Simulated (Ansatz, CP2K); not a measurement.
**Ca and the effect of the dispersion correction**

The cell as given:

```
CELL_PARAMETERS angstrom
0.00000 2.79420 2.79420
2.79420 0.00000 2.79420
2.79420 2.79420 0.00000
ATOMIC_POSITIONS crystal
Ca 0.00000 0.00000 0.00000
```

Kept alike: task relaxation of cell and atoms; functional PBE; k mesh 8 × 8 × 8; occupations fermi-dirac, width 0.05 eV; no spin polarisation. Program: Ansatz, Ansatz PAW, cutoff 420 eV. The mesh is that of the run's cell of 1 atom. No spin-orbit coupling.

| dispersion correction | volume (Å³/atom) |
| --- | --- |
| D3(BJ) | 40.116 |
| D3(BJ)-ATM | 40.258 |
| D4 | 41.843 |
| none | 42.131 |

The relaxations keep at least the cell's symmetry (Fm-3m). For a metal such a mesh leaves the last digits unconverged. Relaxations stop with a little pressure left, so the last digits of a volume or edge aren't settled.

What does the dispersion correction change here?

The volume runs from 40.116 (D3(BJ)) to 42.131 Å³/atom (none). Against no correction: D3(BJ) -4.8 %; D3(BJ)-ATM -4.4 %; D4 -0.7 %. Dispersion terms mostly attract and so lower the volume; the schemes' coefficients and damping set how far. A twin series (CP2K, POTENTIAL_UZH Ca GTH-PBE-q10; TZVP-MOLOPT-PBE-GTH basis) moves it by +1.9857 between D3(BJ) and none, against +2.0146 Å³/atom here.
